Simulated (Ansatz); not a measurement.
## Mn3Si under changes of volume

One of the cells (11.709 Å³/atom); the others are scaled copies at fixed shape and fractional positions:

```
CELL_PARAMETERS angstrom
0.00000 2.86100 2.86100
2.86100 0.00000 2.86100
2.86100 2.86100 0.00000
ATOMIC_POSITIONS crystal
Mn 0.75000 0.75000 0.75000
Mn 0.25000 0.25000 0.25000
Mn 0.50000 0.50000 0.50000
Si 0.00000 0.00000 0.00000
```

| Quantity | Value |
| --- | --- |
| Program | Ansatz 0.2.0 |
| Functional | LDA |
| Potentials or basis | all-electron LAPW, scalar-relativistic |
| Cutoff | 282 eV (chosen from the basis error) |
| Basis error allowed | 0.002 eV/atom |
| k mesh | 8 × 8 × 8 |
| Occupations | fermi-dirac, width 0.05 eV |
| Spin | collinear spin, ferromagnetic start |
| Starting moments | [4.0, 4.0, 4.0, 0.0] μB |

```tsv
volume (Å³/atom)	energy over the lowest point (meV/atom)	pressure (GPa)	moment (μB per cell)
11.007	0.00	-13.6	1.19
11.241	22.18	-17.1	1.11
11.475	49.24	-20.4	1.06
11.709	80.78	-23.3	1.04
11.943	116.32	-25.9	1.03
12.177	155.57	-28.2	1.02
12.412	?	?	?
```

What does the run at 12.412 Å³/atom give?

Energy over the lowest point 198.07 meV/atom; pressure -30.2 GPa; moment 1.01 μB per cell.

Worked out: A Birch-Murnaghan fit of order 3 (a polynomial in V^(-2/3)) to the other rows has no minimum within the range. It gives 198.33 meV/atom at 12.412 Å³/atom, against the run's 198.07, and -dE/dV = -30.2 GPa, against -30.2. A parabola through the other rows of the moment, of slope 0.137 μB per Å³/atom there, extrapolates to 1.05 μB, against the run's 1.01. The fit is too stiff a form for this range.

Energies are extrapolated to zero smearing.

Caveats: the starting moments weren't kept.
